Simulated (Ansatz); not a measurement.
## HfN: strain energy, fitted

HfN, P6_3/mmc, a = 3.159 Å, c = 5.451 Å. This isn't the usual stable structure of the compound. Ansatz: PBE, PAW, 420 eV, Γ-centred 18×18×10 mesh on 4 atoms, Gaussian smearing 0.10 eV; no spin polarisation. Series: uniaxial strain along c, with a, b and atoms relaxed; x is the strain in per cent. y is the free energy over the unstrained cell, V0 = 11.780 Å³/atom.

```tsv
x (%)	y (meV/atom)
-4.0	?
-2.0	7.66
0.0	0.00
2.0	6.72
4.0	26.56
```

Fit y = c2 x² + c3 x³ to the other rows, turn c2 into a modulus, and predict the missing energy.

Least squares on the rows shown. y = 1.8165 x² − 0.039726 x³. In eV per unit strain² c2 is 18.16; this is Young's modulus along the axis (E = ½ Y V0 ε²): 2 × 18.16 × 160.2 / (11.780) = 494 GPa. The unstrained cell keeps some stress along the strain, worth a slope of -0.11 meV/atom per %, which the form leaves out. At x = -4.0 the fit asked for gives 31.61 meV/atom. The run gave 31.43 meV/atom, so the fit is 0.18 meV/atom too high, within twice the rms miss on the fitted rows (0.14 meV/atom). The form still works here, 33 % of the fitted range beyond its end.

Spin–orbit coupling is left out, which can shift energies with elements as heavy as these.